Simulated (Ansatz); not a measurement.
A worked fit of the energy of slabs against their depth, with one run withheld: a (111) slab of Li2O (cut from a parent of space group no. 225; 9 atoms in the cell)

```
CELL_PARAMETERS angstrom
      3.25050     0.00000     0.00000
      1.62525     2.81501     0.00000
      0.00000     0.00000    20.63500
ATOMIC_POSITIONS crystal
  Li 0.33333 0.33333 0.33923
  Li 0.00000 0.00000 0.40354
  Li 0.66667 0.66667 0.46785
  Li 0.33333 0.33333 0.53215
  Li 0.00000 0.00000 0.59646
  Li 0.66667 0.66667 0.66077
  O  0.66667 0.66667 0.37138
  O  0.00000 0.00000 0.50000
  O  0.33333 0.33333 0.62862
```
(The smallest cell of the table.)

Computed with LDA (PW92), default PAW files made with PBE (plane waves; Ansatz, a quantum-chemistry and plane-wave program).

Base settings: basis.ecutwfc = 420 eV; kpoints.mp_grid.grid = 8 8 1; hamiltonian.xc = lda; hamiltonian.pseudopotentials = {kind: paw} (the program's default PAW files); scf.occupations.method = fermi_dirac; scf.occupations.width = 0.02 eV.

The starting cell has typed, rounded lattice constants, without a prior relaxation at this level. The slab is cut from that crystal, and its faces are unrelaxed. Its lattice was rescaled by up to half a per cent. Spin polarisation is off, though cut faces can carry moments; a gap of a slab can lie between surface states.

Deep slabs follow E = 2Aγ + N·e, so a straight line through E against N gives the surface energy without a separate bulk run; a round N·e is taken off to keep the numbers short. The area A is 9.150 Å².

| atoms N | E − N·(-320.604 eV) (eV) |
|---|---|
| 9 | 0.6456 |
| 12 | 0.5661 |
| 15 | ? |
| 18 | 0.4073 |
| 21 | 0.3275 |
| 27 | 0.1691 |
| 33 | 0.0097 |

### Question
Fit the line to the 6 rows given and predict the withheld one.

### Answer
Means: x̄ = 20.000, ȳ = 0.35422. Σ(x − x̄)(y − ȳ) = -10.81 and Σ(x − x̄)² = 408.0, so b = -0.02649 and a = ȳ − b·x̄ = 0.88402; γ = a/2A = 0.774 J/m² (unrelaxed) and e = -320.6305 eV per atom. The largest residual of the fitted rows is 0.00031. At x = 15 the line gives 0.4867 eV. The run gave 0.4869 eV, a miss of 0.0002 eV. The table is a window of a longer ladder. The rows were chosen because the form fits them, the withheld one included, so this shows the method and is no test of the form.

Left out of this page: 2 runs of the series outside the window shown, repeating another row's setting, or not comparable.

Keys are those of Ansatz 0.2.
